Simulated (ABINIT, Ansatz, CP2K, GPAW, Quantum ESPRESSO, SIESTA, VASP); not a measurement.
InPd: 8 runs at one level of theory

```
In Pd
1.0
     3.27188    0.00000    0.00000
     0.00000    3.27188    0.00000
     0.00000    0.00000    3.27188
In Pd
1 1
Direct
  0.00000 0.00000 0.00000
  0.50000 0.50000 0.50000
```

The cell comes from a database or a generator and needn't be the stable form of this composition.

Alike in all runs: task single point; functional PBE; k mesh 8 × 8 × 8; occupations fermi-dirac, width 0.05 eV; no spin polarisation; no spin-orbit coupling. Pressure is positive in compression and, in plane waves, holds the error of the finite cutoff, which Ansatz's Pulay term estimates and takes out.

| program and potentials | plane-wave cutoff (eV) | notes | band gap (eV) | pressure (GPa) |
| --- | --- | --- | --- | --- |
| CP2K, POTENTIAL_UZH In GTH-PBE-q13, Pd GTH-PBE-q18; TZVP-MOLOPT-PBE-GTH basis | - | atomic basis; 15.5 valence electrons an atom on average | no gap | 5.14 |
| SIESTA, files PseudoDojo sr-pbe-0.4.1-standard, DZP (energy shift 0.003 Ry; two zetas on semicore shells) | - | atomic basis; 15.5 valence electrons an atom on average | no gap | 4.08 |
| VASP, PBE PAW files In_d, Pd, 520 eV | 520 | 11.5 valence electrons an atom on average | no gap | 3.69 |
| Ansatz, Ansatz PAW (earlier soft set) | 420 | 15.5 valence electrons an atom on average; Pulay term of +0.05 GPa included | no gap | 3.61 |
| GPAW, GPAW PAW data sets (gpaw-data 1.2.1) | 600 | 14.5 valence electrons an atom on average | no gap | 3.29 |
| Quantum ESPRESSO, SSSP 1.3 efficiency PBE | 816 | 15.5 valence electrons an atom on average | no gap | 3.50 |
| Ansatz, all-electron LAPW, scalar-relativistic | - | - | no gap | 3.61 |
| ABINIT, JTH PAW PBE v2.0 | 599 | 15.5 valence electrons an atom on average | ? | ? |

Q: Estimate from the other rows what the run with ABINIT, JTH PAW PBE v2.0 gave.

A: No band gap; pressure 3.54 GPa. The other rows, which needn't bracket it: pressure 3.29 to 5.14.
